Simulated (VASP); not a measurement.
Given:

```yaml
crystal:
  lattice:
    - [0.00000, 3.08772, 3.08772]
    - [3.08772, 0.00000, 3.08772]
    - [3.08772, 3.08772, 0.00000]
  atoms:
    - { symbol: Zn, position: [0.00000, 0.00000, 0.00000] }
    - { symbol: Te, position: [0.25000, 0.25000, 0.25000] }
```

All values below come from PBE GGA, VASP's PBE PAW potentials (set 64) (plane waves; VASP). Settings: 400 eV cut-off, 13×13×13 Γ-centred mesh, Gaussian smearing of 0.010 eV, potentials Zn Te.

Unless said otherwise, spin-orbit coupling is left out, though it shifts the bands of the heavy elements here.

### Question
What does the run give for the energy per atom (σ→0), band gap (on the k-mesh) with the smallest direct gap where there is one?

### Answer

The band gap (on the k-mesh) is 1.08 eV. The smallest direct gap (on the k-mesh) is 1.08 eV and the energy per atom (σ→0) comes out as -2.594 eV/atom.

Total energies compare only between runs with the same potentials, cut-off and functional.

The compound is ZnTe in the zinc blende structure. It was relaxed first.
